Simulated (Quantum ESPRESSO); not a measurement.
Crystal: TePb.

```xyz
2
Lattice="0.0000 3.2310 3.2310 3.2310 0.0000 3.2310 3.2310 3.2310 0.0000" Properties=species:S:1:pos:R:3 pbc="T T T"
Pb    0.0000    0.0000    0.0000
Te    3.2310    3.2310    3.2310
```

Base run:

| Quantity | Value |
| --- | --- |
| Program | Quantum ESPRESSO 7.5 |
| Functional | WC |
| Potentials or basis | PseudoDojo 0.4.1 SR PBE standard |
| Cutoff | 1088 eV |
| Density cutoff | 4354 eV |
| k mesh | 4 × 4 × 4, shifted |
| Occupations | fermi-dirac, width 0.05 eV |
| Spin | no spin polarisation |

Its results: pressure -0.3 GPa; electronic dielectric tensor (diagonal) 28.11.

Q: After a change of settings the same cell gave: pressure 5.4 GPa; electronic dielectric tensor (diagonal) 25.33. Which change was it?
A. functional from WC to LDA; potentials or basis from PseudoDojo 0.4.1 SR PBE standard to PseudoDojo 0.4.1 SR LDA standard
B. functional from WC to BLYP
C. functional from WC to AM05
D. functional from WC to PBEsol; potentials or basis from PseudoDojo 0.4.1 SR PBE standard to PseudoDojo 0.4.1 SR PBEsol standard

A: B.

BLYP binds less tightly than WC, so the same cell stands under more pressure.

Caveats: the potentials were made for another functional, which shifts forces and pressure; the cell is more than 3 GPa from zero pressure, which shifts response properties (some runs).

Runs at the PBE level aren't shown here.
